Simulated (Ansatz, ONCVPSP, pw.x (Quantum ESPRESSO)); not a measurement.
What a changed setting does to a pw.x run (sc Ta)

Potential: optimised norm-conserving Vanderbilt (ONCV), ONCVPSP 4.0.1, PBE; core [Kr] 4d10 4f14, reference 5s2 5p6 5d3 6s2; waves: 5s+6s: rc 1.80 bohr, ncon 3, nbas 8, qcut 6.4 1/bohr, 2 projectors; 5p: rc 2.00 bohr, ncon 3, nbas 7, qcut 7.1 1/bohr, 1 projector; 5d: rc 2.90 bohr, ncon 4, nbas 9, qcut 6 1/bohr, 2 projectors, debl 3 Ha; f scattering state at 0.04 Ha: rc 2.90 bohr, ncon 4, nbas 7, qcut 4.4 1/bohr, 2 projectors, debl 0.8 Ha; local part: polynomial inside 1.65 bohr (lpopt 5, dvloc0 -1 Ha); core correction: Teter function, fcfact 2.25, rcfact 1.55.

The reference run (k-mesh 12³, cutoffs 50/200 Ry, Fermi–Dirac 0.01 Ry, mixing_beta 0.4, conv_thr 1e-9, no spin) gives 1.02 GPa at 20.376 Å³/atom, where all-electron LAPW gives 1.79 GPa. This run, with its own iteration cap, changes ecutrho/ecutwfc to 6.

```
&control
  calculation='scf', prefix='x', pseudo_dir='./', outdir='./tmp', tstress=.true., disk_io='none'
/
&system
  ibrav=0, nat=1, ntyp=1, ecutwfc=50, ecutrho=300, nbnd=14,
  occupations='smearing', smearing='fd', degauss=0.01
/
&electrons
  conv_thr=1e-09, mixing_beta=0.4, electron_maxstep=50
/
ATOMIC_SPECIES
Ta 1.0 Ta.UPF
CELL_PARAMETERS angstrom
  2.73132247 0.00000000 0.00000000
  0.00000000 2.73132247 0.00000000
  0.00000000 0.00000000 2.73132247
ATOMIC_POSITIONS crystal
Ta 0.0000 0.0000 0.0000
K_POINTS automatic
12 12 12 0 0 0
```

```bash
pw.x < Ta.scf.in > Ta.scf.out
```

Question: How does the run end?

Answer: It converges in 8 iterations; the free energy moves by +0.0 meV/atom and the pressure by +0.00 GPa. The result is that of the reference run.

```
Message from routine setup:
     using ibrav=0 with symmetry is DISCOURAGED, use correct ibrav instead
     lattice parameter (alat)  =       5.1615  a.u.
     unit-cell volume          =     137.5041 (a.u.)^3
     number of electrons       =        13.00
     number of Kohn-Sham states=           14
     kinetic-energy cutoff     =      50.0000  Ry
     charge density cutoff     =     300.0000  Ry
     scf convergence threshold =      1.0E-09
     Exchange-correlation= PBE
     number of k points=    84  Fermi-Dirac smearing, width (Ry)=  0.0100
     iteration #  1     ecut=    50.00 Ry     beta= 0.40
     total energy              =    -124.55695095 Ry
     estimated scf accuracy    <       0.01528259 Ry
     iteration #  2     ecut=    50.00 Ry     beta= 0.40
     total energy              =    -124.55736717 Ry
     estimated scf accuracy    <       0.00361621 Ry
     iteration #  3     ecut=    50.00 Ry     beta= 0.40
     total energy              =    -124.55761818 Ry
     estimated scf accuracy    <       0.00033104 Ry
     iteration #  4     ecut=    50.00 Ry     beta= 0.40
     total energy              =    -124.55763315 Ry
     estimated scf accuracy    <       0.00000156 Ry
     iteration #  5     ecut=    50.00 Ry     beta= 0.40
     total energy              =    -124.55763358 Ry
     estimated scf accuracy    <       0.00000015 Ry
     iteration #  6     ecut=    50.00 Ry     beta= 0.40
     total energy              =    -124.55763359 Ry
     estimated scf accuracy    <       0.00000001 Ry
     iteration #  7     ecut=    50.00 Ry     beta= 0.40
     total energy              =    -124.55763359 Ry
     estimated scf accuracy    <          1.7E-09 Ry
     iteration #  8     ecut=    50.00 Ry     beta= 0.40
     the Fermi energy is    15.9134 ev
!    total energy              =    -124.55763359 Ry
     estimated scf accuracy    <          4.1E-11 Ry
     smearing contrib. (-TS)   =      -0.00370077 Ry
     The total energy is F=E-TS. E is the sum of the following terms:
     one-electron contribution =     -26.79705920 Ry
     hartree contribution      =      18.09718006 Ry
     xc contribution           =     -22.95319414 Ry
     ewald contribution        =     -92.90085955 Ry
     convergence has been achieved in   8 iterations
          total   stress  (Ry/bohr**3)                   (kbar)     P=       10.20
     Message from routine punch:
     Nothing written, as per user request (disk_io='none')
```

The run took about 6.2 s on one core of a shared host (Intel(R) Xeon(R) 6975P-C, 192 threads, 378 GiB, load 51).
